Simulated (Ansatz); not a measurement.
## Mo in Ansatz: the effect of functional

Crystal: Mo.

```
Mo
1.0
    -1.60465    1.60465    1.60465
     1.60465   -1.60465    1.60465
     1.60465    1.60465   -1.60465
Mo
1
Cartesian
  0.0000 0.0000 0.0000
```

The cell isn't the ideal one: volume scaled by 1.04.

Alike in all runs:

- Program: Ansatz 0.2.0
- Task: single point
- Potentials or basis: Ansatz PAW
- k mesh: 12 × 12 × 12
- Occupations: fermi-dirac, width 0.05 eV
- Spin: no spin polarisation

Question: One run gave: pressure -13.7 GPa. Which functional did it use?
A. LDA
B. r2SCAN
C. PBE

Answer: B.

```csv
functional,cutoff,pressure (GPa)
LDA,420 eV (not typed: the program's choice for these potentials),-22.6
r2SCAN,500 eV (not typed: the program's choice for these potentials),-13.7
PBE,420 eV (not typed: the program's choice for these potentials),-11.0
```

Caveats: the PAW data sets come from PBE, with cores solved anew for the run's functional, which leaves a small shift of forces and pressure (some runs).
